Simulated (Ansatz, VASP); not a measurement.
# One calculation of BN, two programs

Contents of INCAR:

```
PREC = Accurate ; ENCUT = 520
EDIFF = 1E-8 ; ISMEAR = -1
SIGMA = 0.03 ; LREAL = False
LASPH = True ; NELM = 100
ALGO = Normal ; ISIF = 2
LWAVE = False ; LCHARG = False
GGA = PE ; LEFG = True
NBANDS = 11
```

The input KPOINTS:

```
Automatic mesh
0
Gamma
  13 13 13
```

File POSCAR:

```
BN
1.0
    0.0000000000      1.8135050275      1.8135050275
    1.8135050275      0.0000000000      1.8135050275
    1.8135050275      1.8135050275      0.0000000000
B N
1 1
Direct
    0.0000000000      0.0000000000      0.0000000000
    0.7500000000      0.7500000000      0.7500000000
```

Input for Ansatz:

```yaml
crystal:
  lattice:
    - [0.0, 1.8135050275, 1.8135050275]
    - [1.8135050275, 0.0, 1.8135050275]
    - [1.8135050275, 1.8135050275, 0.0]
  atoms:
    - { symbol: B, position: [0.0, 0.0, 0.0] }
    - { symbol: "N", position: [0.75, 0.75, 0.75] }
kpoints:
  mp_grid: { grid: [13, 13, 13] }
scf:
  occupations: { method: fermi_dirac, width: 0.03 }
hamiltonian:
  xc: pbe
  pseudopotentials: { kind: paw }
output:
  forces: true
  stress: true
  eigenvalues: true
  efg: { contact_densities: true }
  write_density: true
  write_potential: true
  elf: true
  volumetric_format: npy
```

Change from the starting cell: volume scaled by 1.01, PAW files.

Alike in both runs: task electric field gradients; functional PBE; k mesh 13 × 13 × 13; occupations fermi-dirac, width 0.03 eV; no spin polarisation.

|  | VASP | Ansatz |
| --- | --- | --- |
| version | VASP 6.6.1 | Ansatz 0.2.0 |
| potentials or method | VASP PAW PBE potentials, release 64 (B, N) | PAW with Ansatz's default frozen-core files, scalar-relativistic |
| plane-wave cutoff (eV) | 520 | 420 |
| valence electrons in the cell | 8 | 8 |

Ansatz gave:

```
gap on the k mesh at the Fermi level (eV)                      : 4.53
pressure (GPa)                                                 : -0.7
Vzz of the field gradient on the site that differs most (V/Å²) : 0.0
```

**Question.** Which values does VASP return?

**Answer.** gap on the k mesh at the Fermi level (eV): 4.52; pressure (GPa): -0.5; Vzz of the field gradient on the site that differs most (V/Å²): 0.0.

Caveats: an odd mesh through Γ misses points on the zone boundary, where band edges often lie.
